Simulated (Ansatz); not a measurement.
Runs of Ansatz 0.2.0 on ZrC. Symmetry: Fm-3m, No. 225, cubic system. The conventional cell has a = 4.730 Å, b = 4.730 Å, c = 4.730 Å, α = 90.00°, β = 90.00°, γ = 90.00°. Zr (site symmetry m-3m) has 6 C at 2.37 Å as nearest neighbours. C (site symmetry m-3m) is surrounded by 6 Zr at 2.37 Å. 

| task | level | potentials or basis | spin | U | cell | k mesh | cutoff (eV) | smearing | double counting | hubbard projectors | points for each segment of the path | atoms under strain | other keys | mesh quality | gap on the mesh (eV) | pressure (GPa) |
| --- | --- | --- | --- | --- | --- | --- | --- | --- | --- | --- | --- | --- | --- | --- | --- | --- |
| projected density of states | PBEsol+U | Ansatz PAW | off | Zr d U = 8.0 eV | as given | 10 × 10 × 10 | 420 | methfessel-paxton 0.1 eV | amf | ortho-atomic (the default) | - | - | basis.ecutrho_ratio = 12; … | not flagged | none | -7.2 |
| density of states | revPBE | PseudoDojo standard (PBE files) | SOC, no magnetisation | - | as given | 10 × 10 × 10 | 1116 | fermi-dirac 0.1 eV | - | - | - | - | - | not flagged | none | (a) |
| electron localisation function | PBE0+D4 | PseudoDojo standard (PBE files) | off | - | as given | 5 × 5 × 5 | 1116 | fermi-dirac 0.1 eV | - | - | - | - | - | coarse | none | -7.0 |
| single point | BLYP+D4 | SPMS NC | off | - | as given | 10 × 10 × 10 | 1034 | fermi-dirac 0.15 eV | - | - | - | - | - | not flagged | none | -0.7 |
| band structure | BPBE+D4 | PseudoDojo standard (PBE files) | SOC, no magnetisation | - | volume scaled by 0.92 | 10 × 10 × 10 | 1116 | methfessel-paxton 0.1 eV | - | - | 14 | - | - | not flagged | none | (b) |
| elastic constants | BLYP+D4 | Ansatz PAW | off | - | volume scaled by 0.8 | 7 × 7 × 7 | 420 | fermi-dirac 0.15 eV | - | - | - | relaxed | - | not flagged | none | 71.4 |
| Wannier functions | revPBE | Ansatz PAW earlier set | collinear, ferromagnetic start | - | as given | 10 × 10 × 10 | 820 | cold 0.005 eV | - | - | - | - | hamiltonian.xc = revpbe; scf.occupations.method = cold; … | not flagged | 0.10 | - |

Estimate the missing entries.

(a) -0.8; (b) 10.5.

Caveats: some runs use coarse meshes; the potentials were made for another functional, which shifts forces and pressure (some runs); pairwise dispersion overbinds metals, which lowers pressure and volume (some runs); the PAW data sets come from PBE, with cores solved anew for the run's functional, which leaves a small shift of forces and pressure (some runs); U without spin polarisation on a metal has little footing (some runs); the U is typed as a test and isn't derived for this compound (some runs); the thresholds are loose for stress (some runs); the dispersion damping was fitted for another functional or another form of the correction (some runs).

A k mesh can miss the band edges, and rows without SOC leave out spin-orbit coupling on Zr.

A gap of «none» marks a metal or a gap under the smearing width.

Runs at the PBE level aren't shown here.
